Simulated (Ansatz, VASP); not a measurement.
**Mg in VASP and in Ansatz**

```
Mg
1.0
     3.20930    0.00000    0.00000
    -1.60465    2.77934    0.00000
     0.00000    0.00000    5.21030
Mg
2
Direct
  0.33333 0.66667 0.25000
  0.66667 0.33333 0.75000
```

Alike in both runs: task relaxation of cell and atoms; functional LDA; k mesh 12 × 12 × 6; occupations gaussian, width 0.1 eV; no spin polarisation.

|  | VASP | Ansatz |
| --- | --- | --- |
| version | VASP 6.6.1 | Ansatz 0.2.0 |
| potentials or method | VASP PAW LDA potentials, release 64 (Mg) | scalar-relativistic, plane waves, PAW |
| plane-wave cutoff (eV) | 600 | 420 |
| valence electrons in the cell | 4 | 20 |

|  | VASP | Ansatz | Ansatz less VASP |
| --- | --- | --- | --- |
| gap on the k mesh at the Fermi level, each at its own relaxed structure (eV) | none | none | - |
| relaxed volume (Å³/atom) | 21.45 | 21.62 | +0.175 |
| relaxed cell length with the largest relative difference (Å) | 3.139 | 3.148 | +0.0086 |
| energy change over the relaxation (meV/atom) | -17 | -14 | +3.4 |

A gap of «none» marks a metal or a gap that the smearing closes. The two sets of potentials don't hold the same shells in valence. Ansatz warned: «pseudo_functional_mismatch».

LDA usually gives volumes a few per cent too small. Zero-point motion and thermal expansion aren't in these numbers.
